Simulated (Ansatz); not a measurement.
An Ansatz input:

```yaml
crystal:
  lattice:
    - [-4.0978643412, 4.0688963727, 1.6773687971]
    - [4.0688963727, -4.0978643412, 1.6773687971]
    - [2.2616278987, 2.2616278987, -1.7304236844]
  atoms:
    - { symbol: In, position: [0.9991831451, 0.0008168549, 1.0] }
    - { symbol: In, position: [0.7508168549, 0.2491831451, 0.5] }
hamiltonian:
  xc: revpbe
  pseudopotentials:
    kind: paw
    azcp:
      In: "pseudopotentials/In.paw.azcp"
basis:
  ecutwfc: 420
  fft_grid_basis: typed
kpoints:
  mp_grid: { grid: [13, 13, 11], shift: [0, 0, 0] }
magnetization:
  spin_polarized: false
scf:
  occupations: { method: fermi_dirac, width: 0.1 }
  lower_state_search: "off"
output:
  stress: true
```

and its output:

```
Engine: ansatz 0.2.0, aarch64-unknown-linux-gnu
Pseudopotentials: kind: paw
Pseudopotential: In, paw, valence charge 13, recommended cutoff 420 eV (normal) 
Functional definition: revPBE
  parameter kappa = 1.245
  parameter beta = 0.06672455060314922
  exchange = pbe_x(kappa = kappa, mu = beta*pi^2/3)
  correlation = pbe_c(beta = beta)
Crystal: 2 atoms, lattice volume = 61.553 Å³
Basis set: ecut = 420 eV, 1191 PW (Γ)
Bands: 17, of which v1, the nominal top of the filled ones, is band 13 counted from 1 (12 counted from 0)
Symmetry: 4 space group operations
Space group: C2/c (ITA 15), of the structure as read, at distance tolerance 3.9e-5 Å
k-points: 504 of 1859
Non-local potential: In, projectors of the file, l = 0: 2, l = 1: 2, l = 2: 2, l = 3: 2
PAW form: soft (Blöchl's): semilocal exchange-correlation on the pseudo side does not see the compensation charge
PAW frozen core: In, regenerated for the run's functional, and the local potential with it (the file was generated under x = pbe(κ = 0.804, μ = 0.2195149727645171), c = pbe(β = 0.06672455060314922))
PAW one-centre angular grid: In, 590 points (default); XC on 64 Gauss nodes
Initial density: superposition of atomic densities (neutral atoms: chi_scale 0, normalization atom), corrected by the library's trained network
Initial wavefunctions: pseudopotential atomic-orbital guess
Functional: x = revpbe(κ = 1.245, μ = 0.2195149727645171), c = pbe(β = 0.06672455060314922)
SCF iter   1: F=—  HF=-11207.658276 eV  |F-HF|=—  |Δ(HF+E_count)|=         —  Δρ=2.76e-3  dr2=2.48e-3  ethr=1.77e-3  ⟨swp⟩=5.5  Hψ=41515  notcnv=0
SCF iter   2: F=—  HF=-11207.656562 eV  |F-HF|=—  |Δ(HF+E_count)|=   1.71e-3  Δρ=8.40e-4  dr2=2.42e-4  ethr=9.54e-6  ⟨swp⟩=2.0  Hψ=17762  notcnv=0
SCF iter   3: F=—  HF=-11207.656615 eV  |F-HF|=—  |Δ(HF+E_count)|=   5.29e-5  Δρ=3.81e-4  dr2=5.69e-5  ethr=9.32e-7  ⟨swp⟩=1.0  Hψ=8570  notcnv=0
SCF iter   4: F=—  HF=-11207.656636 eV  |F-HF|=—  |Δ(HF+E_count)|=   2.09e-5  Δρ=6.42e-5  dr2=3.27e-6  ethr=2.19e-7  ⟨swp⟩=2.7  Hψ=13464  notcnv=0
iter 5 did not close the SCF: its close was put off for the readings that it lacked (scf_convergence_deferred on its scf_iter line)
SCF iter   5: F=-11207.656637 eV  HF=-11207.656637 eV  |F-HF|=1.24e-8  |Δ(HF+E_count)|=   1.02e-6  Δρ=9.50e-6  dr2=6.46e-8  ethr=1.26e-8  ⟨swp⟩=3.0  Hψ=15664  notcnv=0
SCF iter   6: F=-11207.656637 eV  HF=-11207.656637 eV  |F-HF|=8.08e-10  |Δ(HF+E_count)|=   1.74e-8  Δρ=1.85e-6  dr2=1.90e-9  ethr=2.49e-10  ⟨swp⟩=2.1  Hψ=27395  notcnv=0
SCF 1 converged in 6 iterations: F = -11207.656637 eV  dr2 = 1.90e-9
SCF converged after 6 iterations
Free energy (F): -11207.656637 eV
Harris-Foulkes:  -11207.656637 eV  (|F-HF|=8.08e-10)
Internal energy: -11207.619282 eV  (E = F + TS)
E sigma→0 (E₀):  -11207.637960 eV
Entropy (-TS):   -0.037355 eV (-18.677 meV/atom)
Fermi energy:    8.218351 eV
--- Per-component energies (eV) ---
  E_band       = -96.521986
  E_kinetic    = 479.350561
  E_local      = -2350.476491  (includes V_loc(G=0)·N_el)
  E_nonlocal   = 731.556453
  E_hartree    = 918.633805
  E_xc         = -431.148217
  E_vxc        = -197.106277  (∫ρ·V_xc dr)
  E_paw        = -8315.480527  (= ΣΔE_a)
  E_vpaw       = -597.113539  (= ΣTr[D̂ρ^β])
  E_aug_tail   = 0.000051  (compensation charges beyond the density's cutoff)
  E_ewald      = -2240.151561
  E_core_change = 0.096644  (= ΣΔE_core)
  E_smearing   = -0.037355  (= −TS)
  E_closure    = 0.000000  (closes the sum)
  Σ components = -11207.656637   (vs F -11207.656637, Δ=0.00e0)
--- Stress (GPa, compression-positive) ---
       -2.000098      -0.193976       0.058108
       -0.193976      -2.000098       0.058108
        0.058108       0.058108      -1.708781
  P = ⅓ Tr σ = -1.9030 GPa (-19.030 kbar)
```
